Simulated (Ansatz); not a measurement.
**TiNi: equation of state with PBEsol**

Crystal: TiNi.

```
Ni Ti
1.0
     2.73580    0.00000    0.00000
     0.00000    2.73580    0.00000
     0.00000    0.00000    3.58141
Ni Ti
1 1
Direct
  0.00000 0.00000 0.00000
  0.50000 0.50000 0.50000
```

The cell comes from a database or a generator and needn't be the stable form of this composition.

```json
{
  "Program": "Ansatz 0.2.0",
  "Task": "equation of state",
  "Functional": "PBEsol",
  "Potentials or basis": "PseudoDojo stringent",
  "Cutoff": "1415 eV",
  "Density cutoff": "5660 eV",
  "k mesh": "10 × 10 × 8",
  "Occupations": "fermi-dirac, width 0.05 eV",
  "Spin": "collinear spin, ferromagnetic start",
  "Starting moments": "[1.0, 1.0] μB"
}
```

* Equilibrium volume: 12.89 Å³/atom
* Bulk modulus at fixed shape and positions: 173 GPa
* Pressure derivative of the bulk modulus: 4.2

Energy against volume, from the lowest point:
| volume (Å³/atom) | energy (meV/atom) |
| --- | --- |
| 12.599 | 3.68 |
| 12.867 | 0.00 |
| 13.135 | 2.40 |
| 13.403 | 10.25 |
| 13.671 | 23.00 |
| 13.939 | 40.14 |
| 14.207 | 61.22 |

All runs of the series together: 3.8 min on 2 threads of Arm Neoverse V2 (shared host).

Caveat: the cell was scaled at fixed shape and fractional positions, which overstates the stiffness of a crystal with free parameters, most of all of layers and chains.
